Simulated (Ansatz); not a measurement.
Here are 4 structures of NaI, each relaxed with r2SCAN (Ansatz 0.2.0). Computed values for non-magnetic cells; some structures come from databases, others from prototypes and may be hypothetical.

CsCl type:
```
Na I
1.0
     4.04054    0.00000    0.00000
     0.00000    4.04054    0.00000
     0.00000    0.00000    4.04054
Na I
1 1
Direct
  0.00000 0.00000 0.00000
  0.50000 0.50000 0.50000
```

NiAs type:
```
Na I
1.0
     4.50465    0.00000    0.00000
    -2.25232    3.90114    0.00000
     0.00000    0.00000    7.67570
Na I
2 2
Direct
  0.00000 0.00000 0.00000
  0.00000 0.00000 0.50000
  0.33333 0.66667 0.25000
  0.66667 0.33333 0.75000
```

wurtzite (relaxed to P6_3/mmc):
```
Na I
1.0
     5.41651    0.00000    0.00000
    -2.70825    4.69083    0.00000
     0.00000    0.00000    6.45911
Na I
2 2
Direct
  0.33333 0.66667 0.93745
  0.66667 0.33333 0.43745
  0.33333 0.66667 0.43755
  0.66667 0.33333 0.93755
```

database Fm-3m (2 atoms):
```
Na I
1.0
     0.00000    3.22963    3.22963
     3.22963    0.00000    3.22963
     3.22963    3.22963    0.00000
Na I
1 1
Direct
  0.00000 0.00000 0.00000
  0.50000 0.50000 0.50000
```

(1) Order them by r2SCAN energy an atom, lowest first.
A. CsCl type
B. NiAs type
C. wurtzite (relaxed to P6_3/mmc)
D. database Fm-3m (2 atoms)

(2) Does the order change among the functionals that relaxed these cells?

(3) What gaps does HSE06 give on these cells?

(4) What gaps does PBE give on these cells?

Answers

(1) D (0 meV/atom), B (13 meV/atom), C (52 meV/atom), A (176 meV/atom).

(2) Not for the lowest cell. PBEsol agrees on the lowest cell. PBEsol: CsCl type 137, NiAs type 11, wurtzite (relaxed to P6_3/mmc) 49, database Fm-3m (2 atoms) 0 meV an atom.

(3) CsCl type: 3.24 i (M → Γ); NiAs type: 4.60 d (Γ); database Fm-3m (2 atoms): 4.69 d (Γ) (eV; d direct, i indirect).

(4) CsCl type: 2.30 i (M → Γ); NiAs type: 3.57 d (Γ); wurtzite (relaxed to P6_3/mmc): 3.56 d (Γ); database Fm-3m (2 atoms): 3.66 d (Γ) (eV; d direct, i indirect).

Spin-orbit coupling is left out, which matters wherever the heavy atoms make up the band edges.

The meshes of the hybrids are coarse, so their gaps aren't converged to the digits shown.
